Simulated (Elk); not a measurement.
The geometry is COD entry 2310957, unchecked; take it as a test cell.

A run on TaN: DFT, PBE, all-electron APW+lo, Dirac cores, scalar-relativistic bands (Elk 11.2.3 with local patches). The input:

```
tasks
  0
  110
  115

xctype
  20

rgkmax
  8.0

gmaxvr
  16.0

lmaxapw
  10

lmaxo
  8

lmaxi
  3

nrmtscf
  2.0

nempty
  8

epspot
  1e-06

epsengy
  1e-05

maxscl
  60

hmaxvr
  6.0

swidth
  0.0005

mixtype
  0

beta0
  0.05

tforce
  .true.

sppath
  './'

avec
  0.00000000000 4.11771322556 4.11771322556
  4.11771322556 0.00000000000 4.11771322556
  4.11771322556 4.11771322556 0.00000000000

atoms
  2
  'Ta.in'
  1
  0.500000000000 0.500000000000 0.500000000000   0.000 0.000 0.000
  'N.in'
  1
  0.000000000000 0.000000000000 0.000000000000   0.000 0.000 0.000

ngridk
  11 11 11
```

Total energy and RMS change of the potential by loop (first and last loops):

| loop | E (Ha) | RMS ΔV (Ha) |
| --- | --- | --- |
| 1 | -15681.252499 | – |
| 2 | -15681.400277 | 1.15e+00 |
| 3 | -15681.509566 | 1.11e+00 |
| 4 | -15681.589462 | 1.08e+00 |
| 5 | -15681.643486 | 1.04e+00 |
| 53 | -15681.034570 | 8.96e-02 |
| 54 | -15681.029636 | 8.50e-02 |
| 55 | -15681.024948 | 8.05e-02 |
| 56 | -15681.020493 | 7.64e-02 |
| 57 | -15681.016260 | 7.24e-02 |
| 58 | -15681.012238 | 6.86e-02 |
| 59 | -15681.008415 | 6.51e-02 |
| 60 | -15681.004783 | – |

Q: Did this run give a result to trust?

A: No. The loop stopped after 60 iterations without meeting its targets: with linear mixing, beta0 = 0.05 the potential settles too slowly.
